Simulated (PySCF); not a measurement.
Species: C4H10N (charge +1).
Numbering: `[CH2:1]1[CH2:2][CH2:3][NH2+:4][CH2:5]1` (hydrogens: H6, H7 on C1; H8, H9 on C2; H10, H11 on C3; H12, H13 on N4; H14, H15 on C5)

The same species was optimised twice, with GFN2-xTB and with PBE0-D3(BJ)/def2-SVP (PySCF), and the same property calculations (PySCF, gas phase) were run on both structures.

```tsv
coordinate	GFN2-xTB	PBE0-D3(BJ)/def2-SVP	change
C3–N4 (Å)	1.491	1.525	+0.034
N4–C5 (Å)	1.486	1.512	+0.026
C2–H9 (Å)	1.087	1.101	+0.014
C1–H6 (Å)	1.090	1.103	+0.013
C1–C2 (Å)	1.538	1.526	-0.012
C1–H7 (Å)	1.086	1.098	+0.012
C2–C3 (Å)	1.537	1.526	-0.011
C2–H8 (Å)	1.087	1.098	+0.011
C5–H15 (Å)	1.089	1.098	+0.009
C3–H10 (Å)	1.089	1.098	+0.009
C5–H14 (Å)	1.091	1.099	+0.008
C3–H11 (Å)	1.090	1.097	+0.007
C1–C5 (Å)	1.522	1.515	-0.007
N4–H13 (Å)	1.024	1.025	+0.001
N4–H12 (Å)	1.026	1.025	-0.001
C2–C3–H11 (°)	111.0	114.4	+3.4
N4–C3–H10 (°)	110.6	107.2	-3.4
C3–N4–C5 (°)	104.7	107.8	+3.1
H12–N4–H13 (°)	108.2	105.7	-2.5
C1–C5–H15 (°)	113.8	116.2	+2.4
C1–C2–H8 (°)	111.0	113.3	+2.3
N4–C5–H15 (°)	111.5	109.4	-2.1
C5–N4–H13 (°)	113.4	111.7	-1.7
```

Rotational constants: A = 6720, B = 6501, C = 3830 MHz (GFN2-xTB) against A = 6606, B = 6470, C = 3777 MHz (PBE0-D3(BJ)/def2-SVP). Some torsions differ by more than 30° (C1–C2–C3–N4 -9° against 24°; C2–C3–N4–C5 33° against 1°), so the changes below aren't those of bond lengths and angles alone. Point groups within 0.08 Å: C1 and C1. Atoms that the bonding makes alike are paired by their places after alignment.

On the GFN2-xTB structure: lowest singlet, TDDFT (eV) 8.41 [PBE0/def2-SVPD]; lowest triplet, Tamm–Dancoff (eV) 8.27 [PBE0/def2-SVPD]; isotropic polarisability (au) 48.2 [PBE0/def2-SVPD]; HOMO (eV) -14.13 [PBE0/def2-SVPD]; LUMO (eV) -4.56 [PBE0/def2-SVPD]; HOMO (eV) -14.17 [PBE0/pcSseg-1]; LUMO (eV) -4.44 [PBE0/pcSseg-1]; GIAO shielding of C1/C2 (mean) (ppm) 162.4 [PBE0/pcSseg-1]; GIAO shielding of C3/C5 (mean) (ppm) 134.7 [PBE0/pcSseg-1]; GIAO shielding of N4 (ppm) 190.8 [PBE0/pcSseg-1]; C1s of C1 (eV) 295.72 [delta-SCF UKS SCAN, pcX-2 on the ionised atom, pcseg-1 elsewhere, spin-free X2C]; C1s of C3 (eV) 297.37 [delta-SCF UKS SCAN, pcX-2 on the ionised atom, pcseg-1 elsewhere, spin-free X2C]; N1s of N4 (eV) 414.08 [delta-SCF UKS SCAN, pcX-2 on the ionised atom, pcseg-1 elsewhere, spin-free X2C].

Task: What do these properties become on the PBE0-D3(BJ)/def2-SVP structure?

Result: 
```csv
property,level,on GFN2-xTB,on PBE0-D3(BJ)/def2-SVP,change
"lowest singlet, TDDFT (eV)",PBE0/def2-SVPD,8.41,8.59,+0.18
"lowest triplet, Tamm–Dancoff (eV)",PBE0/def2-SVPD,8.27,8.44,+0.17
isotropic polarisability (au),PBE0/def2-SVPD,48.2,49.1,+0.9
HOMO (eV),PBE0/def2-SVPD,-14.13,-14.27,-0.14
LUMO (eV),PBE0/def2-SVPD,-4.56,-4.56,0.00
"energy, GFN2-xTB geometry as zero (kcal/mol)",PBE0/def2-SVPD,0.0,-1.3,-1.3
HOMO (eV),PBE0/pcSseg-1,-14.17,-14.31,-0.14
LUMO (eV),PBE0/pcSseg-1,-4.44,-4.43,+0.01
"energy, GFN2-xTB geometry as zero (kcal/mol)",PBE0/pcSseg-1,0.0,-1.2,-1.2
GIAO shielding of C1/C2 (mean) (ppm),PBE0/pcSseg-1,162.4,157.2,-5.2
GIAO shielding of C3/C5 (mean) (ppm),PBE0/pcSseg-1,134.7,131.6,-3.1
GIAO shielding of N4 (ppm),PBE0/pcSseg-1,190.8,195.5,+4.7
C1s of C1 (eV),"delta-SCF UKS SCAN, pcX-2 on the ionised atom, pcseg-1 elsewhere, spin-free X2C",295.72,295.78,+0.06
C1s of C3 (eV),"delta-SCF UKS SCAN, pcX-2 on the ionised atom, pcseg-1 elsewhere, spin-free X2C",297.37,297.39,+0.02
N1s of N4 (eV),"delta-SCF UKS SCAN, pcX-2 on the ionised atom, pcseg-1 elsewhere, spin-free X2C",414.08,413.81,-0.27
```

The heavy atoms differ by 0.155 Å rms after alignment. Among all bonds C3–N4 changes most (+0.034 Å). Changes are differences of the printed values. Neither structure is proved a minimum here. The structure is a single PBE0-D3(BJ)/def2-SVP conformer in the gas phase; no vibrational or solvent corrections.
